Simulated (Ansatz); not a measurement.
Runs of Ansatz 0.2.0 on TiSi2. Symmetry: Immm, No. 71, orthorhombic system. The conventional cell has a = 2.946 Å, b = 3.424 Å, c = 8.424 Å, α = 90.00°, β = 90.00°, γ = 90.00°. Ti (site symmetry mmm) is surrounded by 10 Si at 2.67 to 2.78 Å and 2 Ti at 2.95 Å. Si (site symmetry mm2) is surrounded by 7 Si at 2.63 to 2.95 Å and 5 Ti at 2.67 to 2.78 Å. The cell comes from a database or a generator and needn't be the stable form of this composition.

| level | gap on the mesh (eV) | pressure (GPa) | relaxed volume (Å³/atom) |
| --- | --- | --- | --- |
| RPBE | none | 0.0 | 14.45 |
| BLYP | none | 0.0 | (a) |
| PBE | none | 0.0 | 14.20 |
| PBEsol | none | 0.0 | 13.81 |
| LDA | none | 0.0 | (b) |

Alike in all rows: task relaxation of cell and atoms; potentials or basis Ansatz PAW; no spin polarisation; cell relaxed; k mesh 12 × 12 × 12; cutoff (eV) 420; smearing fermi-dirac 0.05 eV.

Question: Fill in the values left out.

Answer: (a) 15.02; (b) 13.52.

Caveats: the plane-wave basis is chosen anew once the cell has moved, so the energies of steps on either side of that aren't comparable; the PAW data sets come from PBE, with cores solved anew for the run's functional, which leaves a small shift of forces and pressure (some runs).

A gap of «none» marks a metal or a gap under the smearing width.
